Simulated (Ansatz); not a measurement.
Here is an Ansatz 0.2.0 calculation.

The input input.yaml:

```yaml
crystal:
  lattice:
    - [-3.0335, 3.0335, 2.4385]
    - [3.0335, -3.0335, 2.4385]
    - [3.0335, 3.0335, -2.4385]
  atoms:
    - { symbol: Cu, position: [0.25, 0.25, 0.0] }
    - { symbol: Cu, position: [0.75, 0.75, 0.0] }
    - { symbol: Al, position: [0.3419, 0.1581, 0.5] }
    - { symbol: Al, position: [0.8419, 0.3419, 0.1838] }
    - { symbol: Al, position: [0.6581, 0.8419, 0.5] }
    - { symbol: Al, position: [0.1581, 0.6581, 0.8162] }
hamiltonian:
  xc: pbe
  pseudopotentials: { kind: paw }
kpoints:
  mp_grid: { grid: [7, 7, 7] }
  band_path:
    path:
      - [[0.0, 0.0, 0.0], [0.0, 0.0, 0.5], [-0.5, 0.5, 0.5], [0.0, 0.0, 0.0], [0.4115464914, 0.4115464914, -0.4115464914], [0.25, 0.25, 0.25], [0.0, 0.5, 0.0], [-0.4115464914, 0.5884535086, 0.4115464914], [-0.5, 0.5, 0.5]]
      - [[0.0, 0.0, 0.5], [0.25, 0.25, 0.25]]
    npoints: 14
scf:
  occupations: { method: fermi_dirac, width: 0.05 }
  n_extra_bands: 15
output:
  forces: true
  stress: true
  eigenvalues: true
  fatbands: false
```

Potentials or basis: Ansatz PAW.

Launch:

```console
$ ansatz run input.yaml --threads 2 --pin off --max-ram 5632MiB --backend cpu --events-out ev --progress --plain --runs-dir out
```

Q: What does it give for the band gap on the k mesh?

A: None (metal or under the smearing width).

Q: What does it give for the pressure?

A: -0.3 GPa.

Stress tensor (GPa, compression positive):
```
-0.49  0.00  0.00
 0.00 -0.49  0.00
 0.00  0.00  0.15
```
